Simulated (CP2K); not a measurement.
The system is WC (Qusongite).

```
W C
1.0
     2.90650    0.00000    0.00000
    -1.45325    2.51710    0.00000
     0.00000    0.00000    2.83660
W C
1 1
Direct
  0.00000 0.00000 0.00000
  0.66667 0.33333 0.50000
```

Base run:

* Program: CP2K 2026.2
* Functional: PBEsol
* Potentials or basis: POTENTIAL_UZH W GTH-PBE-q14, C GTH-PBE-q4; TZVP-MOLOPT-PBE-GTH basis
* Density cutoff: 6123 eV
* k mesh: 10 × 10 × 9
* Occupations: fermi-dirac, width 0.1 eV
* Spin: no spin polarisation

Its results: band gap on the k mesh none (metal or under the smearing width); pressure -4.0 GPa.

The run is repeated on the same cell with these changes: functional from PBEsol to PBE; ngrids from 5 to 4. What comes out?

Band gap on the k mesh none (metal or under the smearing width); pressure 2.7 GPa.

Caveats: the basis of atomic orbitals isn't converged, which shifts pressures, moduli and gaps; the potentials were made for another functional, which shifts forces and pressure (some runs).

Not every run made on this cell is shown here.
